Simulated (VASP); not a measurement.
Here is a VASP 6.6.1 calculation.

The input INCAR:

```
PREC     = Accurate       # precision mode
ENCUT    = 300            # plane-wave cutoff, eV
EDIFF    = 1E-6           # SCF threshold, eV
ISMEAR   = 1              # smearing method
SIGMA    = 0.1            # smearing width, eV
LREAL    = F              # projectors in reciprocal space
LASPH    = T              # aspherical terms in the spheres
NELM     = 80             # most SCF steps
ALGO     = Normal         # electronic algorithm
ISIF     = 3              # what is computed and relaxed
LWAVE    = F              # write WAVECAR
LCHARG   = F              # write CHGCAR
GGA      = PE             # functional
IBRION   = 2              # ionic algorithm
NSW      = 90             # ionic steps
EDIFFG   = -0.01          # ionic threshold
```

Contents of KPOINTS:

```
Automatic mesh
0
Gamma
  5 5 5
```

Contents of POSCAR:

```
ScAl3
1.0
    4.0878065700      0.0000000000      0.0000000000
    0.0000000000      4.0878065700      0.0000000000
    0.0000000000      0.0000000000      4.0878065700
Sc Al
1 3
Direct
    0.0000000000      0.0000000000      0.0000000000
    0.5000000000      0.0000000000      0.5000000000
    0.0000000000      0.5000000000      0.5000000000
    0.5000000000      0.5000000000      0.0000000000
```

Potentials or basis: VASP PAW PBE potentials, release 64 (Sc_sv, Al).

The run is started by

```sh
$ cat potpaw_PBE.64/Sc_sv/POTCAR potpaw_PBE.64/Al/POTCAR > POTCAR
$ mpirun -np 1 vasp_std > vasp.out
```

Task: Predict the relaxed cell.

Result: a = 4.101 Å, b = 4.101 Å, c = 4.101 Å, α = 90.00°, β = 90.00°, γ = 90.00°.

Task: Estimate the relaxed volume.

Result: 17.24 Å³/atom.

Step by step:
```
step  energy change (eV)  largest force (eV/Å)  pressure (GPa)  volume (Å³)
   1              0.0000                0.0000            0.86        68.31
   2             -0.0014                0.0000           -0.34        69.22
   3             -0.0017                0.0000            0.01        68.95
```
